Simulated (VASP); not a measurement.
# Ru (Fm-3m) in VASP: equation of state

How stiff is Ru in PBE, and what volume does it want? The cell is scaled to several volumes.

Everything below comes from runs of VASP 6.6.1. Logs are shortened: lines on timing, memory, paths and dates and some standing lists are left out, and cuts for length are marked.

## 1. The structure

The structure is cubic, space group Fm-3m (No. 225). The conventional cell has a = 3.830 Å, b = 3.830 Å, c = 3.830 Å, α = 90.00°, β = 90.00°, γ = 90.00°. Ru (site symmetry m-3m) has 12 Ru at 2.71 Å as nearest neighbours.

This isn't the form of Ru at room conditions, which is hcp.

## 2. Equation of state, PBE, 13.20 Å³/atom (volume scaled by 0.94)

INCAR

```
PREC = Accurate
ENCUT = 520
EDIFF = 1E-7
ISMEAR = -1
SIGMA = 0.05
LREAL = F
LASPH = T
NELM = 80
ALGO = Normal
ISIF = 2
LWAVE = F
LCHARG = F
GGA = PE
NBANDS = 13
```

KPOINTS

```
regular mesh
0
Gamma
  12 12 12
```

POSCAR

```
Ru
1.0
    0.0000000000      1.8759073982      1.8759073982
    1.8759073982      0.0000000000      1.8759073982
    1.8759073982      1.8759073982      0.0000000000
Ru
1
Direct
    0.0000000000      0.0000000000      0.0000000000
```

Potentials or basis: VASP PAW PBE potentials, release 64 (Ru_pv).

Started as:

```sh
> cat potpaw_PBE.64/Ru_pv/POTCAR > POTCAR
> mpirun -np 1 vasp_std > vasp.out
```

OUTCAR:

```text
PREC = Accurate
   ENCUT = 520
   EDIFF = 1E-7
   ISMEAR = -1
   LREAL = F
   LASPH = T
   NELM = 80
   ISIF = 2
   GGA = PE

 ion  position               nearest neighbor table
   1  0.000  0.000  0.000-

  LATTYP: Found a face centered cubic cell.
 ALAT       =     3.7518147964

  Lattice vectors:

 A1 = (   0.0000000000,   1.8759073982,   1.8759073982)
 A2 = (   1.8759073982,   0.0000000000,   1.8759073982)
 A3 = (   1.8759073982,   1.8759073982,   0.0000000000)

Analysis of symmetry for initial positions (statically):
=====================================================================
 Subroutine PRICEL returns:
 Original cell was already a primitive cell.

 Routine SETGRP: Setting up the symmetry group for a
 face centered cubic supercell.

 Subroutine GETGRP returns: Found 48 space group operations
 (whereof 48 operations were pure point group operations)
 out of a pool of 48 trial point group operations.

The static configuration has the point symmetry O_h .

Analysis of symmetry for dynamics (positions and initial velocities):
=====================================================================
 Subroutine PRICEL returns:
 Original cell was already a primitive cell.

 Routine SETGRP: Setting up the symmetry group for a
 face centered cubic supercell.

 Subroutine GETGRP returns: Found 48 space group operations
 (whereof 48 operations were pure point group operations)
 out of a pool of 48 trial point group operations.

The dynamic configuration has the point symmetry O_h .

 Subroutine INISYM returns: Found 48 space group operations
 (whereof 48 operations are pure point group operations),
 and found     1 'primitive' translations

----------------------------------------------------------------------------------------

                                     Primitive cell

  volume of cell :      13.2027

  direct lattice vectors                    reciprocal lattice vectors
     0.000000000  1.875907398  1.875907398    -0.266537677  0.266537677  0.266537677
     1.875907398  0.000000000  1.875907398     0.266537677 -0.266537677  0.266537677
     1.875907398  1.875907398  0.000000000     0.266537677  0.266537677 -0.266537677

  length of vectors
     2.652933684  2.652933684  2.652933684     0.461656799  0.461656799  0.461656799

  position of ions in fractional coordinates (direct lattice)
     0.000000000  0.000000000  0.000000000

  ion indices of the primitive-cell ions
   primitive index   ion index
                 1           1
[... 105 lines left out ...]
   ISYM   =      2    0-nonsym 1-usesym 2-fastsym
   POTIM  = 0.5000    time-step for ionic-motion
   TEBEG  =    0.0;   TEEND  =   0.0 temperature during run
   PSTRESS=    0.0 pullay stress
   NELECT =      14.0000    total number of electrons
   NUPDOWN=      -1.0000    fix difference up-down
   EMIN   =  10.00;   EMAX   =-10.00  energy-range for DOS
   EFERMI =   0.00;   METHOD = LEGACY
   ISMEAR =    -1;   SIGMA  =   0.05  broadening in eV -4-tet -1-fermi 0-gaus
   EFERMI_NEDOS =   21; number of points for ismear=-14 and -15
   IALGO  =     38    algorithm
   IMIX   =      4    mixing-type and parameters
     AMIX     =   0.40;   BMIX     =  1.00
     AMIX_MAG =   1.60;   BMIX_MAG =  1.00
  volume/ion in A,a.u.               =      13.20        89.10
  Fermi-wavevector in a.u.,A,eV,Ry     =   1.669409  3.154726 37.918441  2.786927
  Thomas-Fermi vector in A             =   2.755087
   LORBIT       =      0    0 simple, 1 ext, 2 COOP (PROOUT), +10 PAW based schemes
   GGA     = PE    functional components
   LHFCALC =     F    Hartree Fock is set to
   AEXX    =    0.0000 exact exchange contribution
   IVDW    =     0    specifies the selected vdW correction
   LEPSILON=     F    determine dielectric tensor
   LRPA    =     F    only Hartree local field effects (RPA)
 non-spin polarized calculation
  energy-cutoff  :      520.00
  volume of cell :       13.20
 maximum number of plane-waves:       366
   NGX =  9   NGY =  9   NGZ =  9

 number of electron      14.0000005 magnetization

 Free energy of the ion-electron system (eV)
  ---------------------------------------------------
  ext. energy  EPLUGINS =         0.00000000
  ---------------------------------------------------
  free energy    TOTEN  =        -9.10697975 eV

  energy without entropy =       -9.10122779  energy(sigma->0) =       -9.10410377

 E-fermi :  13.2768     XC(G=0): -14.2936

 val. band max:       13.2662630408   @ k =  -0.3333   0.4167   0.0833
 cond. band min:      13.2996652269   @ k =   0.2500   0.0000   0.0000
 fundamental gap:      0.0334021861
 Fermi energy:        13.2767819555

 k-point     1 :       0.0000    0.0000    0.0000
  band No.  band energies     occupation
      1     -29.1663      2.00000
      2     -29.1663      2.00000
      3     -29.1663      2.00000
      4       5.2014      2.00000
      5      10.5762      2.00000
      6      10.5762      2.00000
      7      10.5762      2.00000
      8      13.1346      1.88998
      9      13.1346      1.88998
     10      23.7666      0.00000
     11      28.3026      0.00000
     12      34.2056      0.00000
     13      34.2056      0.00000
[... 610 lines left out ...]
  band No.  band energies     occupation
      1     -30.1962      2.00000
      2     -29.5613      2.00000
      3     -29.5613      2.00000
      4       6.8608      2.00000
      5       7.2907      2.00000
      6      14.9007      0.00000
      7      15.0706      0.00000
      8      15.0706      0.00000
      9      15.7597      0.00000
     10      23.7659      0.00000
     11      27.9099      0.00000
     12      27.9099      0.00000
     13      28.8799      0.00000

 [... further k-points ...]

------------------------ aborting loop because EDIFF is reached ----------------------------------------

  FORCE on cell =-STRESS in cart. coord.  units (eV):
  Direction    XX          YY          ZZ          XY          YZ          ZX
  --------------------------------------------------------------------------------------
  -------------------------------------------------------------------------------------
  Total        1.2969138      1.2969138      1.2969138      0.0000000      0.0000000      0.0000000
  in kB      157.3828870    157.3828870    157.3828870      0.0000000      0.0000000      0.0000000
  external PRESSURE =     157.3828870 kB  Pullay stress =       0.0000000 kB

 VOLUME and BASIS-vectors are now :
 -----------------------------------------------------------------------------
  energy-cutoff  :      520.00
  volume of cell :       13.20
      direct lattice vectors                 reciprocal lattice vectors
     0.000000000  1.875907398  1.875907398    -0.266537677  0.266537677  0.266537677
     1.875907398  0.000000000  1.875907398     0.266537677 -0.266537677  0.266537677
     1.875907398  1.875907398  0.000000000     0.266537677  0.266537677 -0.266537677

 POSITION                                       TOTAL-FORCE (eV/Angst)
 -----------------------------------------------------------------------------------
      0.00000      0.00000      0.00000         0.000000     -0.000000      0.000000
 -----------------------------------------------------------------------------------
    total drift:                                0.000000     -0.000000      0.000000

  FREE ENERGIE OF THE ION-ELECTRON SYSTEM (eV)
  ---------------------------------------------------
  free  energy   TOTEN  =        -9.1069797512 eV

  energy  without entropy=       -9.1012277924  energy(sigma->0) =       -9.10410377
```

stdout:

```text
POSCAR found type information on POSCAR Ru
 POSCAR found :  1 types and       1 ions
 scaLAPACK will be used
 LDA part: xc-table for (Slater+PW92), standard interpolation
 POSCAR, INCAR and KPOINTS ok, starting setup
 FFT: planning ... GRIDC
 FFT: planning ... GRID_SOFT
 FFT: planning ... GRID
 WAVECAR not read
 entering main loop
```

It took 13 s on 1 thread of Intel Xeon Platinum 8488C (Sapphire Rapids), shared host; peak memory 0.13 GiB.

Results:

| Item | Value |
| --- | --- |
| Free energy | -9.1070 eV |
| Pressure | 15.7 GPa |
| Band gap on the k mesh | none (metal or under the smearing width) |

## 3. Equation of state, PBE, 13.48 Å³/atom (volume scaled by 0.96)

INCAR is that of step 2.

KPOINTS

```
Automatic mesh
0
Gamma
  12 12 12
```

POSCAR

```
Ru
1.0
    0.0000000000      1.8891184489      1.8891184489
    1.8891184489      0.0000000000      1.8891184489
    1.8891184489      1.8891184489      0.0000000000
Ru
1
Direct
    0.0000000000      0.0000000000      0.0000000000
```

Potentials or basis: VASP PAW PBE potentials, release 64 (Ru_pv).

Started as:

```sh
> cat potpaw_PBE.64/Ru_pv/POTCAR > POTCAR
> mpirun -np 1 vasp_std > vasp.out
```

It took 10 s on 1 thread of Intel Xeon Platinum 8488C (Sapphire Rapids), shared host; peak memory 0.13 GiB.

The run converged. Its results:

| Property | Result |
| --- | --- |
| Free energy | -9.1279 eV |
| Pressure | 8.1 GPa |
| Band gap on the k mesh | none (metal or under the smearing width) |

## 4. Equation of state, PBE, 13.76 Å³/atom (volume scaled by 0.98)

INCAR

```
SYSTEM = Ru
ALGO = Normal
EDIFF = 1E-7
ENCUT = 520
GGA = PE
ISIF = 2
ISMEAR = -1
LASPH = .True.
LCHARG = .False.
LREAL = .False.
LWAVE = .False.
NBANDS = 13
NELM = 100
PREC = Accurate
SIGMA = 0.05
```

KPOINTS

```
k-points
0
Gamma
  12 12 12
  0 0 0
```

POSCAR

```
Ru
1.0
    0.0000000000      1.9021472637      1.9021472637
    1.9021472637      0.0000000000      1.9021472637
    1.9021472637      1.9021472637      0.0000000000
Ru
1
Direct
    0.0000000000      0.0000000000      0.0000000000
```

Started as:

```sh
> cat potpaw_PBE.64/Ru_pv/POTCAR > POTCAR
> mpirun -np 1 vasp_std > vasp.out
```

Run time: 9.8 s. Hardware: 1 thread of Intel Xeon Platinum 8488C (Sapphire Rapids), shared host; peak memory 0.13 GiB.

It converged, with:

| Property | Result |
| --- | --- |
| Free energy | -9.1361 eV |
| Pressure | 1.2 GPa |
| Band gap on the k mesh | none (metal or under the smearing width) |

## 5. Equation of state, PBE, 14.33 Å³/atom (volume scaled by 1.02)

INCAR

```
PREC     = Accurate       # precision mode
ENCUT    = 520            # plane-wave cutoff, eV
EDIFF    = 1E-7           # SCF threshold, eV
ISMEAR   = -1             # smearing method
SIGMA    = 0.05           # smearing width, eV
LREAL    = F              # projectors in reciprocal space
LASPH    = T              # aspherical terms in the spheres
NELM     = 80             # most SCF steps
ALGO     = Normal         # electronic algorithm
ISIF     = 2              # what is computed and relaxed
LWAVE    = F              # write WAVECAR
LCHARG   = F              # write CHGCAR
GGA      = PE             # functional
NBANDS   = 13             # bands
```

KPOINTS

```
Automatic mesh
0
Gamma
  12 12 12
```

POSCAR

```
Ru
1.0
    0.0000000000      1.9276824888      1.9276824888
    1.9276824888      0.0000000000      1.9276824888
    1.9276824888      1.9276824888      0.0000000000
Ru
1
Direct
    0.0000000000      0.0000000000      0.0000000000
```

Started as:

```sh
> cat potpaw_PBE.64/Ru_pv/POTCAR > POTCAR
> mpirun -np 1 vasp_std > vasp.out
```

Run time: 8.1 s. Hardware: 1 thread of Intel Xeon Platinum 8488C (Sapphire Rapids), shared host; peak memory 0.13 GiB.

The run converged. Its results:

| Quantity | Value |
| --- | --- |
| Free energy | -9.1201 eV |
| Pressure | -10.2 GPa |
| Band gap on the k mesh | none (metal or under the smearing width) |

## 6. Equation of state, PBE, 14.61 Å³/atom (volume scaled by 1.04)

INCAR

```
PREC = Accurate
ENCUT = 520
EDIFF = 1E-7
ISMEAR = -1
SIGMA = 0.05
LREAL = F
LASPH = T
NELM = 80
ALGO = Normal
ISIF = 2
LWAVE = F
LCHARG = F
GGA = PE
NBANDS = 13
```

KPOINTS

```
regular mesh
0
Gamma
  12 12 12
```

POSCAR

```
Ru
1.0
    0.0000000000      1.9402002583      1.9402002583
    1.9402002583      0.0000000000      1.9402002583
    1.9402002583      1.9402002583      0.0000000000
Ru
1
Direct
    0.0000000000      0.0000000000      0.0000000000
```

Potentials or basis: VASP PAW PBE potentials, release 64 (Ru_pv).

Started as:

```sh
> cat potpaw_PBE.64/Ru_pv/POTCAR > POTCAR
> mpirun -np 1 vasp_std > vasp.out
```

Run time: 7.8 s. Hardware: 1 thread of Intel Xeon Platinum 8488C (Sapphire Rapids), shared host; peak memory 0.13 GiB.

The run converged. Its results:

```
Free energy            : -9.0982 eV
Pressure               : -14.9 GPa
Band gap on the k mesh : none (metal or under the smearing width)
```

## 7. Equation of state, PBE, 14.89 Å³/atom (volume scaled by 1.06)

INCAR

```
SYSTEM = Ru
PREC = Accurate
ENCUT = 520
EDIFF = 1E-7
ISMEAR = -1
SIGMA = 0.05
LREAL = .False.
LASPH = .True.
NELM = 80
ALGO = Normal
ISIF = 2
LWAVE = .False.
LCHARG = .False.
GGA = PE
NBANDS = 13
```

KPOINTS

```
Automatic mesh
0
Gamma
  12 12 12
  0 0 0
```

POSCAR

```
Ru
1.0
    0.0000000000      1.9525585549      1.9525585549
    1.9525585549      0.0000000000      1.9525585549
    1.9525585549      1.9525585549      0.0000000000
Ru
1
Direct
    0.0000000000      0.0000000000      0.0000000000
```

Started as:

```sh
> cat potpaw_PBE.64/Ru_pv/POTCAR > POTCAR
> mpirun -np 1 vasp_std > vasp.out
```

It took 11 s on 1 thread of Intel Xeon Platinum 8488C (Sapphire Rapids), shared host; peak memory 0.14 GiB.

Results (log left out):

```yaml
Free_energy: -9.0685 eV
Pressure: -19.1 GPa
Band_gap_on_the_k_mesh: none (metal or under the smearing width)
```

## 8. Equation of state, PBE

Potentials or basis: VASP PAW PBE potentials, release 64 (Ru_pv).

No new run: the results of the series are fitted here.

Results:

- Equilibrium volume: 13.82 Å³/atom
- Bulk modulus: 308 GPa
- Pressure derivative of the bulk modulus: 4.9

Energy against volume, from the lowest point:
| volume (Å³/atom) | energy (meV/atom) |
| --- | --- |
| 13.203 | 29.16 |
| 13.484 | 8.23 |
| 13.765 | 0.00 |
| 14.045 | 3.02 |
| 14.326 | 16.06 |
| 14.607 | 37.92 |
| 14.888 | 67.63 |
